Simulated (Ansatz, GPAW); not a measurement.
## Pd: 3 runs at one level of theory

```
Pd
1.0
    -1.57228    1.57228    1.57228
     1.57228   -1.57228    1.57228
     1.57228    1.57228   -1.57228
Pd
1
Cartesian
  0.0000 0.0000 0.0000
```

This isn't the form of Pd at room conditions, which is fcc.

Alike in all runs: task single point; functional PBEsol; k mesh 12 × 12 × 12; occupations fermi-dirac, width 0.05 eV; no spin polarisation; no spin-orbit coupling. Pressure is positive in compression and, in plane waves, holds the error of the finite cutoff, which Ansatz's Pulay term estimates and takes out.

```
                           program and potentials  plane-wave cutoff (eV)                                                                                                                            notes  band gap (eV)  pressure (GPa)
                               Ansatz, Ansatz PAW                     420  potentials made for PBE, which Ansatz adapts in part; 18 valence electrons an atom on average; Pulay term of +0.04 GPa included         no gap           -9.99
GPAW, PAW data sets generated for this functional                     600                                                                                          16 valence electrons an atom on average         no gap           -9.62
   Ansatz, all-electron LAPW, scalar-relativistic                       -                                                                                                                                -         no gap          -10.05
```

None finds a gap. The pressure spans -10.05 (Ansatz, all-electron LAPW, scalar-relativistic) to -9.62 GPa (GPAW, PAW data sets generated for this functional), with all-electron results at -10.05.

The functional is the same throughout but for its coding, so the spread measures potentials, basis and numerics; runs on potential files found faulty are left out.

All three runs put this bcc cell under tension, so at this level of theory it is larger than its equilibrium volume and would shrink if the lattice constant were relaxed. The differences between the runs are small beside the pressure itself and leave that conclusion untouched. At this volume the inward pull of d bonding and s-d hybridisation outweighs the outward kinetic pressure of the sp electrons. The nearly full 4d band limits the d contribution to cohesion, since antibonding states are largely occupied too.

The missing gap is expected, as the 4d states overlap a broad sp band and the Fermi level cuts through the upper d states. The Ansatz PAW result lies nearer the all-electron value than the GPAW one, possibly because of differences in the treatment of the semicore shell or in the remaining basis error. A hydrostatic pressure doesn't test resistance to shear, so these values can't show whether the bcc lattice would survive a tetragonal distortion towards fcc.
